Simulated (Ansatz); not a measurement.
Wurtzite KCl (no longer in that coordination), relaxed with r2SCAN in Ansatz 0.2.0: the symmetry is P6_3/mmc (No. 194, hexagonal); conventional cell a = 5.344 Å, c = 6.239 Å, 38.57 Å³ an atom. Around K lie 5 Cl at 3.09–3.12 Å; around Cl lie 5 K at 3.09–3.12 Å. It was then strained (isotropic on every length), atoms relaxed again within the symmetry left. Unstrained, HSE06 gives 6.015 eV (Γ, 6×6×4 mesh), and the band edges keep their places in every row. Stress is positive in compression. These are computed values for a spin-unpolarised cell that may be hypothetical; none is a measurement.

Axes as in this cell:
```xyz
4
Lattice="5.3438 0.0000 0.0000 -2.6719 4.6279 0.0000 0.0000 0.0000 6.2392" Properties=species:S:1:pos:R:3 pbc="T T T"
K     0.0000    3.0852   -0.3899
K     2.6719    1.5426    2.7296
Cl    0.0000    3.0852    2.7296
Cl    2.6719    1.5426    5.8492
```

```csv
strain (%),ln(V/V₀),"ΔE_g, HSE06 (eV)","Δpressure, r2SCAN (GPa)"
-1.5,-0.0453,+0.093,+0.74
+3.62,+0.1067,-0.221,-1.20
+4.37,+0.1283,-0.266,-1.37
```

Problem. Fit ΔE_g = a x + b x² to these rows by least squares, with x = ln(V/V₀).

Solution. The normal equations take Σx² = 2.990e-02, Σx³ = 3.234e-03, Σx⁴ = 4.048e-04, ΣxΔE = -6.192e-02 and Σx²ΔE = -6.704e-03, and give a = -2.06 eV, b = -0.1 eV; the largest residual is 0.000 eV. a is the volume deformation potential of this gap.

Problem. Fit the change of pressure in the same way.

Solution. Δpressure = -14.8 x + (33) x² GPa. So B₀ = 14.8 GPa and B′ ≈ 2 × 33/14.8 = 4.5; two terms over so wide a range bias B₀ by a few per cent and B′ by more; the gap's pressure coefficient at zero is −a/B₀ = +139 meV/GPa, with HSE06's a and r2SCAN's B₀. With the axis ratios held, these aren't quite the hydrostatic values.

Problem. Predict the withheld row at +1.5 % (x = +0.0447).

Solution. ΔE_g ≈ -2.06 × (+0.0447) + (-0.1) × (+0.0447)² = -0.092 eV, and Δpressure ≈ -0.60 GPa. The runs give -0.093 eV and -0.58 GPa, off by -0.001 eV and +0.02 GPa.

The meshes of the hybrids are coarse, so their gaps aren't converged to the digits shown.
